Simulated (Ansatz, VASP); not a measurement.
**One calculation of Ag, two programs**

```
Ag
1.0
     2.97792    0.00000    0.00000
    -1.48896    2.57896    0.00000
     0.00000    0.00000    4.71595
Ag
2
Cartesian
  0.0000 1.7193 1.1790
  1.4890 0.8597 3.5370
```

Alike in both runs: functional PBE; k mesh 6 × 6 × 4; occupations gaussian, width 0.1 eV; no spin polarisation.

Ansatz relaxed the structure, and its values are those at the end. VASP's run is a single point on that final structure, the one shown.

```csv
,VASP,Ansatz
version,VASP 6.6.1,Ansatz 0.2.0
potentials or method,"VASP PAW PBE potentials, release 64 (Ag)","scalar-relativistic, plane waves, PAW"
plane-wave cutoff (eV),520,420
valence electrons in the cell,22,38
```

|  | VASP | Ansatz | Ansatz less VASP |
| --- | --- | --- | --- |
| gap on the k mesh at the Fermi level (eV) | none | none | - |
| pressure (GPa) | -0.4 | -0.3 | +0.12 |

A gap of «none» marks a metal or a gap that the smearing closes. The two sets of potentials don't hold the same shells in valence.

Caveats: the k mesh is coarse (spacing up to 0.41 Å⁻¹), so the values aren't converged.
